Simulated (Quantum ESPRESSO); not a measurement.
**Ti under changes of volume**

One of the cells (17.676 Å³/atom); the others are scaled copies at fixed shape and fractional positions:

```
Ti
1.0
    -1.64100    1.64100    1.64100
     1.64100   -1.64100    1.64100
     1.64100    1.64100   -1.64100
Ti
1
Direct
  0.00000 0.00000 0.00000
```

This isn't the form of Ti at room conditions, which is hcp.

```yaml
Program: Quantum ESPRESSO 7.5
Functional: PBEsol
Potentials_or_basis: PseudoDojo 0.4.1 SR PBEsol standard
Cutoff: 1143 eV
Density_cutoff: 4572 eV
k_mesh: 11 × 11 × 11
Occupations: fermi-dirac, width 0.05 eV
Spin: no spin polarisation
```

```csv
volume (Å³/atom),energy over the lowest point (meV/atom),pressure (GPa)
16.616,0.00,-0.5
16.969,4.16,-2.8
17.323,13.02,-4.8
17.676,26.13,-6.7
18.030,43.10,-8.4
18.383,63.58,-9.9
18.737,?,?
```

Problem. What does the run at 18.737 Å³/atom give?

Solution. Energy over the lowest point 87.26 meV/atom; pressure -11.3 GPa.

Worked out: A Birch-Murnaghan fit of order 3 (a polynomial in V^(-2/3)) to the other rows has its minimum at 16.50 Å³/atom, just outside them, with B0 = V·E''(V) = 112 GPa and B' = 3.5. It gives 87.30 meV/atom at 18.737 Å³/atom, against the run's 87.26, and -dE/dV = -11.4 GPa, against -11.3.

Energies are extrapolated to zero smearing.
